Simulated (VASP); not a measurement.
# SnTe in VASP: how settings move the LDA single point

The LDA single point of SnTe built on the rocksalt prototype is repeated with altered inputs. Which of them can be trusted?

Program: VASP 6.6.1. PAW datasets, plane waves. Calculated at 0 K for a non-magnetic cell.

### Step 1. The system as given

The cell comes from an earlier relaxation with r2SCAN in another program.

Space group Fm-3m (No. 225), cubic; conventional cell a = 6.379 Å, 32.44 Å³ an atom. Near Sn stand 6 Te at 3.19 Å; near Te stand 6 Sn at 3.19 Å.

As a file:

```
CELL_PARAMETERS angstrom
0.00000 3.18933 3.18933
3.18933 0.00000 3.18933
3.18933 3.18933 0.00000
ATOMIC_POSITIONS crystal
Sn 0.00000 0.00000 0.00000
Te 0.50000 0.50000 0.50000
```

### Step 2. Baseline

File INCAR:

```
ENCUT = 520.000000
SIGMA = 0.020000
EDIFF = 1.00e-07
GGA = CA
PREC = Accurate
IBRION = -1
ISIF = 2
ISMEAR = -1
NBANDS = 17
NELM = 120
NSW = 0
LASPH = .TRUE.
LCHARG = .FALSE.
LWAVE = .FALSE.
LREAL = .FALSE.
```

File KPOINTS:

```
KPOINTS created by Atomic Simulation Environment
0
Gamma
8 8 8
0 0 0
```

File POSCAR:

```
Sn Te
 1.0000000000000000
     0.0000000000000000    3.1893303423607891    3.1893303423607891
     3.1893303423607891    0.0000000000000000    3.1893303423607891
     3.1893303423607891    3.1893303423607891   -0.0000000000000000
 Sn  Te
   1   1
Cartesian
 -0.0000000000000000  0.0000000000000000 -0.0000000000000000
  3.1893303423607891  3.1893303423607891  3.1893303423607891
```

A file KPOINTS_OPT adds named points for the levels; it doesn't enter the self-consistent loop.

Potentials: the recommended LDA PAW datasets, 20 valence electrons.

Started as:

```
> mpirun -np 1 vasp_std
```

### Step 3. Try 1

Changes to INCAR since step 2:

```diff
@@ -9,3 +9,2 @@
 NBANDS = 17
-NELM = 120
 NSW = 0
@@ -15 +14,3 @@
 LREAL = .FALSE.
+LMAXMIX = 6
+NELM = 62
```

File KPOINTS:

```
KPOINTS created by Atomic Simulation Environment
0
Monkhorst-Pack
8 8 8
0 0 0
```

POSCAR is that of step 2.

Q: Predict the outcome of this session. Wanted: for each run, changed; ending; energy change; pressure; electronic steps; usable.

**Answer**, as computed:

| run | changed | ending | energy change (meV/atom) | pressure (GPa) | gap on the mesh (eV; negative: overlap) | electronic steps | time | usable |
| --- | --- | --- | --- | --- | --- | --- | --- | --- |
| ref. | – | converged | 0 | -2.9 | 0.02 | 13 | 13 s | yes |
| 1 | LMAXMIX = 6, NELM = 62, shifted mesh | converged | -1.4 | -2.9 | 0.48 | 13 | 23 s | yes |

The altered input gave usable results. «LMAXMIX = 6, NELM = 62, shifted mesh» moves the energy by -1.4 meV/atom.
